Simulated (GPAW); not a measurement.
Wanted: an ASE script for a GPAW 26.7.0 run.

| Property | Result |
| --- | --- |
| Task | equation of state |
| Functional | PBE |
| Potentials or basis | GPAW PAW data sets (gpaw-data 1.2.1) |
| Cutoff | 800 eV |
| Basis | pw |
| k mesh | 10 × 10 × 10 |
| Occupations | fermi-dirac, width 0.05 eV |
| Spin | no spin polarisation |
| Maxiter | 150 |
| Eos scales | [0.94, 0.96, 0.98, 1.0, 1.02, 1.04, 1.06] |

The system is BP.

```
CELL_PARAMETERS angstrom
0.00000 2.26900 2.26900
2.26900 0.00000 2.26900
2.26900 2.26900 0.00000
ATOMIC_POSITIONS crystal
P 0.75000 0.75000 0.75000
B 0.00000 0.00000 0.00000
```

One way to write it, as run:

run.py

```python
from ase import Atoms
from ase.eos import EquationOfState
from ase.io import Trajectory
from ase.units import GPa
from gpaw import GPAW, PW

atoms = Atoms(['P', 'B'],
              cell=[[0.0, 2.269, 2.269],
                    [2.269, 0.0, 2.269],
                    [2.269, 2.269, 0.0]],
              scaled_positions=[[0.75, 0.75, 0.75],
                                [0.0, 0.0, 0.0]],
              pbc=True)

traj = Trajectory('eos.traj', 'w')
volumes, energies = [], []
for x in [0.94, 0.96, 0.98, 1.0, 1.02, 1.04, 1.06]:
    a = atoms.copy()
    a.set_cell(atoms.cell * x**(1 / 3), scale_atoms=True)
    calc = GPAW(mode=PW(800),
                xc='PBE',
                kpts={'size': (10, 10, 10), 'gamma': True},
                occupations={'name': 'fermi-dirac', 'width': 0.05},
                nbands=11,
                convergence={'density': 1e-05, 'energy': 1e-05},
                maxiter=150,
                txt=f'eos-{x:.2f}.txt')
    a.calc = calc
    energies.append(a.get_potential_energy(force_consistent=True))
    volumes.append(a.get_volume())
    p = -a.get_stress()[:3].mean() / GPa
    calc.write(f'eos-{x:.2f}.gpw')
    traj.write(a)
    print(f'{x:.2f} {volumes[-1]:10.4f} A^3 {energies[-1]:14.6f} eV {p:9.3f} GPa', flush=True)

v0, e0, B = EquationOfState(volumes, energies, eos='birchmurnaghan').fit()
print(f'V0 = {v0:.4f} A^3, E0 = {e0:.6f} eV, B0 = {B / GPa:.2f} GPa')
```

Potentials or basis: GPAW PAW data sets (gpaw-data 1.2.1), pw.

The run is started by

```bash
$ OMP_NUM_THREADS=1 python run.py
```

It gave:

```
Equilibrium volume                      : 11.79 Å³/atom
Bulk modulus                            : 162 GPa
Pressure derivative of the bulk modulus : 3.8
```

Run time: 77 s on 1 thread of Arm Neoverse V2, on a shared host, peak memory 0.23 GiB.
